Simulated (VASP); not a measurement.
## Si: phonons with PBE

Crystal: Si.

```
CELL_PARAMETERS angstrom
3.83132 0.00000 0.00000
-1.91566 3.31802 0.00000
0.00000 0.00000 6.33262
ATOMIC_POSITIONS crystal
Si 0.66667 0.33333 0.93699
Si 0.33333 0.66667 0.43699
Si 0.66667 0.33333 0.56301
Si 0.33333 0.66667 0.06301
```

This isn't the form of Si at room conditions, which is diamond.

```
Program                : VASP 6.6.1
Task                   : phonons
Functional             : PBE
Potentials or basis    : VASP PAW PBE potentials, release 64 (Si)
Cutoff                 : 600 eV
k mesh                 : 8 × 8 × 4
Occupations            : gaussian, width 0.02 eV
Spin                   : no spin polarisation
Ladder                 : gaps
By perturbation theory : yes
Further INCAR settings : ALGO = Fast; EDIFF = 1e-08; IBRION = 8; NSW = 1
```

```json
{
 "Relaxed volume": "20.43 Å³/atom",
 "Relaxed cell": "a = 3.851 Å, b = 3.851 Å, c = 6.361 Å, α = 90.00°, β = 90.00°, γ = 120.00°",
 "Space group after relaxing (to 0.05 Å)": "P6_3/mmc (No. 194)",
 "Electronic dielectric tensor (diagonal)": "13.61, 13.61, 13.36",
 "Born charges (mean of the diagonal)": "Si +0.00 e",
 "Highest phonon frequency at Γ": "499 cm⁻¹"
}
```

Step by step:
| step | energy change (eV) | largest force (eV/Å) | pressure (GPa) | volume (Å³) |
| --- | --- | --- | --- | --- |
| 1 | 0.0000 | 0.0080 | 1.37 | 80.50 |
| 2 | -0.0028 | 0.0086 | -0.86 | 82.52 |
| 3 | -0.0050 | 0.0084 | 0.00 | 81.70 |
| 4 | -0.0050 | 0.0084 | -0.02 | 81.73 |
| 5 | -0.0051 | 0.0015 | -0.02 | 81.73 |
| 6 | -0.0051 | 0.0014 | -0.02 | 81.73 |
| 7 | -0.0051 | 0.0016 | 0.01 | 81.70 |
| 8 | -0.0051 | 0.0007 | 0.00 | 81.71 |

Final structure:
```xyz
4
Lattice="3.8511 0.0000 0.0000 -1.9256 3.3352 0.0000 0.0000 0.0000 6.3615" Properties=species:S:1:pos:R:3 pbc="T T T"
Si    1.9256    1.1117    5.9614
Si    0.0000    2.2234    2.7807
Si    1.9256    1.1117    3.5808
Si    0.0000    2.2234    0.4001
```

Phonon frequencies in cm⁻¹ (negative: imaginary):
| q point | frequencies |
| --- | --- |
| (0.000, 0.000, 0.000) | 0 0 0 102 102 371 402 480 480 497 499 499 |

Electronic dielectric tensor:
```
13.61  0.00  0.00
 0.00 13.61  0.00
 0.00  0.00 13.36
```

Born effective charge tensors (e):
atom 1, Si
```
0.00 0.00 0.00
0.00 0.00 0.00
0.00 0.00 0.00
```
atom 2, Si
```
0.00 0.00 0.00
0.00 0.00 0.00
0.00 0.00 0.00
```
atom 3, Si
```
0.00 0.00 0.00
0.00 0.00 0.00
0.00 0.00 0.00
```
atom 4, Si
```
0.00 0.00 0.00
0.00 0.00 0.00
0.00 0.00 0.00
```

Run time: 4 min on 4 MPI ranks on Intel(R) Xeon(R) Platinum 8375C CPU @ 2.90GHz (Ice Lake), on a shared host, peak memory 0.5 GiB a rank.
